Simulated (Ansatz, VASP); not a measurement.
**One calculation of TiAl, two programs**

```
Ti Al
1.0
     3.15647    0.00000    0.00000
     0.00000    3.15647    0.00000
     0.00000    0.00000    3.15647
Ti Al
1 1
Direct
  0.00000 0.00000 0.00000
  0.50000 0.50000 0.50000
```

The cell comes from a database or a generator and needn't be the stable form of this composition.

Alike in both runs: task single point; functional PBEsol; k mesh 22 × 22 × 22; occupations gaussian, width 0.15 eV; no spin polarisation.

```csv
,VASP,Ansatz
version,VASP 6.6.1,Ansatz 0.2.0
potentials or method,"VASP PAW PBE potentials, release 64 (Ti_sv, Al)","scalar-relativistic, plane waves, PAW"
plane-wave cutoff (eV),520,420
valence electrons in the cell,15,15
```

Ansatz gave:

| Property | Result |
| --- | --- |
| gap on the k mesh at the Fermi level (eV) | none |
| pressure (GPa) | 0.0 |

Q: Estimate VASP's values.

A: gap on the k mesh at the Fermi level (eV): none; pressure (GPa): 0.1.

A gap of «none» marks a metal or a gap that the smearing closes. The functional is the same, so the differences come from potentials, cutoffs and numerics.

Caveats: the PAW data sets were made with another functional, which shifts forces and pressure a little (VASP).
